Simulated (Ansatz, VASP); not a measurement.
Two plane-wave programs on Al

```
Al
1.0
    -1.58326    1.58326    1.59122
     1.58326   -1.58326    1.59122
     1.58326    1.58326   -1.59122
Al
1
Cartesian
  0.0000 0.0000 0.0000
```

Change from the starting cell: strain -0.0050 x Voigt [1, 1, 0, 0, 0, 0], atoms carried along.

Alike in both runs: task single point; functional PBEsol; k mesh 20 × 20 × 20; occupations gaussian, width 0.15 eV; no spin polarisation.

|  | VASP | Ansatz |
| --- | --- | --- |
| version | VASP 6.6.1 | Ansatz 0.2.0 |
| potentials or method | VASP PAW PBE potentials, release 64 (Al) | scalar-relativistic, plane waves, PAW |
| plane-wave cutoff (eV) | 520 | 420 |
| valence electrons in the cell | 3 | 3 |

Ansatz gave:

* gap on the k mesh at the Fermi level (eV): none
* pressure (GPa): 3.0
* largest component of the traceless stress (GPa): 0.20

**Question.** Which values does VASP return?

**Answer.** gap on the k mesh at the Fermi level (eV): none; pressure (GPa): 3.1; largest component of the traceless stress (GPa): 0.20.

A gap of «none» marks a metal or a gap that the smearing closes.

Caveats: the PAW data sets were made with another functional, which shifts forces and pressure a little (VASP).
